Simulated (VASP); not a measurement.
# Sn (Fd-3m) in VASP: band structure with PBE

Aim: the band structure of Sn with PBE.

Everything below comes from runs of VASP 6.6.1. Logs are shortened: lines on timing, memory, paths and dates and some standing lists are left out, and cuts for length are marked.

### Step 1. The structure

Symmetry: Fd-3m, No. 227, cubic system. Conventional cell: a = 6.653 Å, b = 6.653 Å, c = 6.653 Å, α = 90.00°, β = 90.00°, γ = 90.00°. Sn (site symmetry -43m) is surrounded by 4 Sn at 2.88 Å.

This isn't the form of Sn at room conditions, which is tetragonal (white tin).

### Step 2. Band structure, PBE

Input file INCAR:

```
PREC = Accurate ; ENCUT = 700
EDIFF = 1E-7 ; ISMEAR = 0
SIGMA = 0.02 ; LREAL = F
LASPH = T ; NELM = 80
ALGO = Normal ; ISIF = 2
LWAVE = F ; LCHARG = F
GGA = PE
```

Input file KPOINTS:

```
regular mesh
0
Gamma
  8 8 8
```

Input file POSCAR:

```
Sn                                      
1.0
    0.0000000000      3.3263677664      3.3263677664
    3.3263677664      0.0000000000      3.3263677664
    3.3263677664      3.3263677664      0.0000000000
  Sn            
     2
Direct
     0.0000000000000000    0.0000000000000000    0.0000000000000000
     0.2500000000000000    0.2500000000000000    0.2500000000000000
```

Input file KPOINTS_OPT:

```
path GXWKGLUWLK,UX
15
line-mode
reciprocal
 0.0000000000  0.0000000000  0.0000000000  G
 0.5000000000  0.0000000000  0.5000000000  X

 0.5000000000  0.0000000000  0.5000000000  X
 0.5000000000  0.2500000000  0.7500000000  W

 0.5000000000  0.2500000000  0.7500000000  W
 0.3750000000  0.3750000000  0.7500000000  K

 0.3750000000  0.3750000000  0.7500000000  K
 0.0000000000  0.0000000000  0.0000000000  G

 0.0000000000  0.0000000000  0.0000000000  G
 0.5000000000  0.5000000000  0.5000000000  L

 0.5000000000  0.5000000000  0.5000000000  L
 0.6250000000  0.2500000000  0.6250000000  U

 0.6250000000  0.2500000000  0.6250000000  U
 0.5000000000  0.2500000000  0.7500000000  W

 0.5000000000  0.2500000000  0.7500000000  W
 0.5000000000  0.5000000000  0.5000000000  L

 0.5000000000  0.5000000000  0.5000000000  L
 0.3750000000  0.3750000000  0.7500000000  K

 0.6250000000  0.2500000000  0.6250000000  U
 0.5000000000  0.0000000000  0.5000000000  X
```

Potentials or basis: VASP PAW PBE potentials, release 64 (Sn_d).

Run with:

```
cat potpaw_PBE.64/Sn_d/POTCAR > POTCAR
mpirun -np 1 vasp_std > vasp.out
```

OUTCAR:

```text
PREC = Accurate
   ENCUT = 700
   EDIFF = 1E-7
   ISMEAR = 0
   LREAL = F
   LASPH = T
   NELM = 80
   ISIF = 2
   GGA = PE

 ion  position               nearest neighbor table
   1  0.000  0.000  0.000-   2 2.88   2 2.88   2 2.88   2 2.88
   2  0.250  0.250  0.250-   1 2.88   1 2.88   1 2.88   1 2.88

  LATTYP: Found a face centered cubic cell.
 ALAT       =     6.6527355328

  Lattice vectors:

 A1 = (   0.0000000000,   3.3263677664,   3.3263677664)
 A2 = (   3.3263677664,   0.0000000000,   3.3263677664)
 A3 = (   3.3263677664,   3.3263677664,   0.0000000000)

Analysis of symmetry for initial positions (statically):
=====================================================================
 Subroutine PRICEL returns:
 Original cell was already a primitive cell.

 Routine SETGRP: Setting up the symmetry group for a
 face centered cubic supercell.

 Subroutine GETGRP returns: Found 48 space group operations
 (whereof 24 operations were pure point group operations)
 out of a pool of 48 trial point group operations.

The static configuration has the point symmetry T_d .
 The point group associated with its full space group is O_h .

Analysis of symmetry for dynamics (positions and initial velocities):
=====================================================================
 Subroutine PRICEL returns:
 Original cell was already a primitive cell.

 Routine SETGRP: Setting up the symmetry group for a
 face centered cubic supercell.

 Subroutine GETGRP returns: Found 48 space group operations
 (whereof 24 operations were pure point group operations)
 out of a pool of 48 trial point group operations.

The dynamic configuration has the point symmetry T_d .
 The point group associated with its full space group is O_h .

 Subroutine INISYM returns: Found 48 space group operations
 (whereof 24 operations are pure point group operations),
 and found     1 'primitive' translations

----------------------------------------------------------------------------------------

                                     Primitive cell

  volume of cell :      73.6107

  direct lattice vectors                    reciprocal lattice vectors
     0.000000000  3.326367766  3.326367766    -0.150314107  0.150314107  0.150314107
     3.326367766  0.000000000  3.326367766     0.150314107 -0.150314107  0.150314107
     3.326367766  3.326367766  0.000000000     0.150314107  0.150314107 -0.150314107

  length of vectors
     4.704194409  4.704194409  4.704194409     0.260351670  0.260351670  0.260351670

  position of ions in fractional coordinates (direct lattice)
     0.000000000  0.000000000  0.000000000
     0.250000000  0.250000000  0.250000000

  ion indices of the primitive-cell ions
   primitive index   ion index
                 1           1
                 2           2

----------------------------------------------------------------------------------------

 KPOINTS: regular mesh

Automatic generation of k-mesh.
 Grid dimensions read from file:
 generate k-points for:    8    8    8

 Generating k-lattice:

  Cartesian coordinates                     Fractional coordinates (reciprocal lattice)
    -0.018789263  0.018789263  0.018789263     0.125000000  0.000000000  0.000000000
     0.018789263 -0.018789263  0.018789263     0.000000000  0.125000000  0.000000000
     0.018789263  0.018789263 -0.018789263     0.000000000  0.000000000  0.125000000

  Length of vectors
     0.032543959  0.032543959  0.032543959

  Shift w.r.t. Gamma in fractional coordinates (k-lattice)
     0.000000000  0.000000000  0.000000000

 Subroutine IBZKPT returns following result:
 ===========================================

 Found     29 irreducible k-points:

 Following reciprocal coordinates:
            Coordinates               Weight
  0.000000  0.000000  0.000000      1.000000
  0.125000  0.000000  0.000000      8.000000
  0.250000  0.000000  0.000000      8.000000
  0.375000  0.000000  0.000000      8.000000
  0.500000  0.000000  0.000000      4.000000
  0.125000  0.125000  0.000000      6.000000
[... 16 lines left out ...]
  0.500000  0.250000  0.125000     48.000000
 -0.375000  0.250000  0.125000     24.000000
 [... further k-points ...]
   k-points           NKPTS =     29   k-points in BZ     NKDIM =     29   number of bands    NBANDS=     18
   number of dos      NEDOS =    301   number of ions     NIONS =      2
   total plane-waves  NPLWV =  74088
   dimension x,y,z NGX =    42 NGY =   42 NGZ =   42
   dimension x,y,z NGXF=    84 NGYF=   84 NGZF=   84
   ions per type =               2
   NGX,Y,Z   is equivalent  to a cutoff of  14.84, 14.84, 14.84 a.u.
   NGXF,Y,Z  is equivalent  to a cutoff of  29.69, 29.69, 29.69 a.u.
 SYSTEM =  unknown system
   PREC   = accura    normal or accurate (medium, high low for compatibility)
   ISTART =      0    job   : 0-new  1-cont  2-samecut
   ICHARG =      2    charge: 1-file 2-atom 10-const
   ISPIN  =      1    spin polarized calculation?
   LNONCOLLINEAR =      F non collinear calculations
   LSORBIT =      F    spin-orbit coupling
   LASPH  =      T    aspherical Exc in radial PAW
   ENCUT  =  700.0 eV  51.45 Ry    7.17 a.u.  10.15 10.15 10.15*2*pi/ulx,y,z
   NELM   =     80;   NELMIN=  2; NELMDL= -5     # of ELM steps
   EDIFF  = 0.1E-06   stopping-criterion for ELM
   LREAL  =      F    real-space projection
   EDIFFG = 0.1E-05   stopping-criterion for IOM
   NSW    =      0    number of steps for IOM
   IBRION =     -1    ionic relax: 0-MD 1-quasi-New 2-CG
   NFREE  =      0    steps in history (QN), initial steepest desc. (CG)
   ISIF   =      2    stress and relaxation
   ISYM   =      2    0-nonsym 1-usesym 2-fastsym
   POTIM  = 0.5000    time-step for ionic-motion
   TEBEG  =    0.0;   TEEND  =   0.0 temperature during run
   PSTRESS=    0.0 pullay stress
   NELECT =      28.0000    total number of electrons
   NUPDOWN=      -1.0000    fix difference up-down
   EMIN   =  10.00;   EMAX   =-10.00  energy-range for DOS
   EFERMI =   0.00;   METHOD = LEGACY
   ISMEAR =     0;   SIGMA  =   0.02  broadening in eV -4-tet -1-fermi 0-gaus
   EFERMI_NEDOS =   21; number of points for ismear=-14 and -15
   IALGO  =     38    algorithm
   IMIX   =      4    mixing-type and parameters
     AMIX     =   0.40;   BMIX     =  1.00
     AMIX_MAG =   1.60;   BMIX_MAG =  1.00
  volume/ion in A,a.u.               =      36.81       248.37
  Fermi-wavevector in a.u.,A,eV,Ry     =   1.186171  2.241538 19.143415  1.407001
  Thomas-Fermi vector in A             =   2.322349
   LORBIT       =      0    0 simple, 1 ext, 2 COOP (PROOUT), +10 PAW based schemes
   GGA     = PE    functional components
   LHFCALC =     F    Hartree Fock is set to
   AEXX    =    0.0000 exact exchange contribution
   IVDW    =     0    specifies the selected vdW correction
   LEPSILON=     F    determine dielectric tensor
   LRPA    =     F    only Hartree local field effects (RPA)
 non-spin polarized calculation
 Gauss-broadening in eV      SIGMA  =   0.02
  energy-cutoff  :      700.00
  volume of cell :       73.61
 maximum number of plane-waves:      3119
 NGX is ok and might be reduce to    42
   NGX = 21   NGY = 21   NGZ = 21

 number of electron      27.9999994 magnetization

 Free energy of the ion-electron system (eV)
  ---------------------------------------------------
  ext. energy  EPLUGINS =         0.00000000
  ---------------------------------------------------
  free energy    TOTEN  =        -7.68390505 eV

  energy without entropy =       -7.68376554  energy(sigma->0) =       -7.68383529

 E-fermi :   4.7475     XC(G=0):  -8.5510

 val. band max:        4.7436635932   @ k =   0.5000   0.0000   0.0000
 cond. band min:       4.8385107716   @ k =   0.3750   0.0000   0.0000
 fundamental gap:      0.0948471784
 Fermi energy:         4.7474909936

 k-point     1 :       0.0000    0.0000    0.0000
  band No.  band energies     occupation
      1     -16.6666      2.00000
      2     -16.6666      2.00000
      3     -16.6666      2.00000
      4     -16.6168      2.00000
      5     -16.6168      2.00000
      6     -16.3637      2.00000
[... 10 lines left out ...]
     17       7.0330      0.00000
     18       7.0330      0.00000

 k-point     2 :       0.1250    0.0000    0.0000
  band No.  band energies     occupation
      1     -16.6752      2.00000
      2     -16.6752      2.00000
      3     -16.6634      2.00000
      4     -16.6047      2.00000
      5     -16.6047      2.00000
      6     -16.3844      2.00000
[... 10 lines left out ...]
     17       7.3647      0.00000
     18       7.6043      0.00000

 k-point     3 :       0.2500    0.0000    0.0000
  band No.  band energies     occupation
      1     -16.6873      2.00000
      2     -16.6873      2.00000
      3     -16.6555      2.00000
      4     -16.5849      2.00000
      5     -16.5849      2.00000
      6     -16.4030      2.00000
[... 10 lines left out ...]
     17       7.8734      0.00000
     18       9.1070      0.00000

 k-point     4 :       0.3750    0.0000    0.0000
  band No.  band energies     occupation
      1     -16.6944      2.00000
      2     -16.6944      2.00000
      3     -16.6471      2.00000
      4     -16.5716      2.00000
      5     -16.5716      2.00000
      6     -16.4138      2.00000
[... 375 lines left out ...]
      4     -16.5757      2.00000
      5     -16.5448      2.00000
      6     -16.4583      2.00000
[... 10 lines left out ...]
     17       8.8171      0.00000
     18       9.2561      0.00000

 k-point    23 :       0.5000    0.2500    0.1250
  band No.  band energies     occupation
      1     -16.7144      2.00000
      2     -16.7050      2.00000
      3     -16.6178      2.00000
      4     -16.5579      2.00000
      5     -16.5296      2.00000
      6     -16.4700      2.00000
[... 10 lines left out ...]
     17       8.9043      0.00000
     18       9.7744      0.00000

 k-point    24 :      -0.3750    0.2500    0.1250
  band No.  band energies     occupation
      1     -16.7204      2.00000
      2     -16.7070      2.00000
      3     -16.6056      2.00000
      4     -16.5448      2.00000
      5     -16.5308      2.00000
      6     -16.4655      2.00000
[... 10 lines left out ...]
     17       9.4278      0.00000
     18      10.2202      0.00000

 [... further k-points ...]
[... 5 lines left out ...]
  --------------------------------------------------------------------------------------
  -------------------------------------------------------------------------------------
  Total        0.0009110      0.0009110      0.0009110      0.0000000      0.0000000      0.0000000
  in kB        0.0198282      0.0198282      0.0198282      0.0000000      0.0000000      0.0000000
  external PRESSURE =       0.0198282 kB  Pullay stress =       0.0000000 kB

 VOLUME and BASIS-vectors are now :
 -----------------------------------------------------------------------------
  energy-cutoff  :      700.00
  volume of cell :       73.61
      direct lattice vectors                 reciprocal lattice vectors
     0.000000000  3.326367766  3.326367766    -0.150314107  0.150314107  0.150314107
     3.326367766  0.000000000  3.326367766     0.150314107 -0.150314107  0.150314107
     3.326367766  3.326367766  0.000000000     0.150314107  0.150314107 -0.150314107

 POSITION                                       TOTAL-FORCE (eV/Angst)
 -----------------------------------------------------------------------------------
      0.00000      0.00000      0.00000        -0.000000     -0.000000     -0.000000
      1.66318      1.66318      1.66318         0.000000      0.000000      0.000000
 -----------------------------------------------------------------------------------
    total drift:                               -0.000000     -0.000000     -0.000000

  FREE ENERGIE OF THE ION-ELECTRON SYSTEM (eV)
  ---------------------------------------------------
  free  energy   TOTEN  =        -7.6839050453 eV

  energy  without entropy=       -7.6837655360  energy(sigma->0) =       -7.68383529
```

It took 3.6 min on 1 thread of Intel Xeon Platinum 8375C at 2.90GHz (Ice Lake), shared host; peak memory 0.28 GiB.

What came out:

```
Free energy             : -7.6839 eV
Pressure                : 0.0 GPa
Band gap along the path : none (metal or under the smearing width)
```

Levels at the corners of the path, in eV from the Fermi level:
```csv
point,band 10,band 11,band 12,band 13,band 14,band 15,band 16,band 17,band 18
Γ,-21.11,-9.99,-1.00,0.23,0.23,0.23,2.29,2.29,2.29
X,-21.05,-7.13,-7.13,-2.09,-2.09,1.04,1.04,7.40,7.40
X,-21.05,-7.13,-7.13,-2.09,-2.09,1.04,1.04,7.40,7.40
W,-21.04,-7.09,-7.09,-2.60,-2.60,3.34,3.34,4.15,4.15
W,-21.04,-7.09,-7.09,-2.60,-2.60,3.34,3.34,4.15,4.15
K,-21.03,-7.52,-6.68,-2.91,-1.76,1.27,3.38,5.59,5.87
K,-21.03,-7.52,-6.68,-2.91,-1.76,1.27,3.38,5.59,5.87
Γ,-21.11,-9.99,-1.00,0.23,0.23,0.23,2.29,2.29,2.29
Γ,-21.11,-9.99,-1.00,0.23,0.23,0.23,2.29,2.29,2.29
L,-21.07,-8.51,-5.90,-0.87,-0.87,0.00,3.34,3.34,5.83
L,-21.07,-8.51,-5.90,-0.87,-0.87,0.00,3.34,3.34,5.83
U,-21.03,-7.52,-6.68,-2.91,-1.76,1.27,3.38,5.59,5.87
U,-21.03,-7.52,-6.68,-2.91,-1.76,1.27,3.38,5.59,5.87
W,-21.04,-7.09,-7.09,-2.60,-2.60,3.34,3.34,4.15,4.15
W,-21.04,-7.09,-7.09,-2.60,-2.60,3.34,3.34,4.15,4.15
L,-21.07,-8.51,-5.90,-0.87,-0.87,0.00,3.34,3.34,5.83
L,-21.07,-8.51,-5.90,-0.87,-0.87,0.00,3.34,3.34,5.83
K,-21.03,-7.52,-6.68,-2.91,-1.76,1.27,3.38,5.59,5.87
U,-21.03,-7.52,-6.68,-2.91,-1.76,1.27,3.38,5.59,5.87
X,-21.05,-7.13,-7.13,-2.09,-2.09,1.04,1.04,7.40,7.40
```

Caveat: spin-orbit coupling is left out, which moves the levels of the heavy elements.
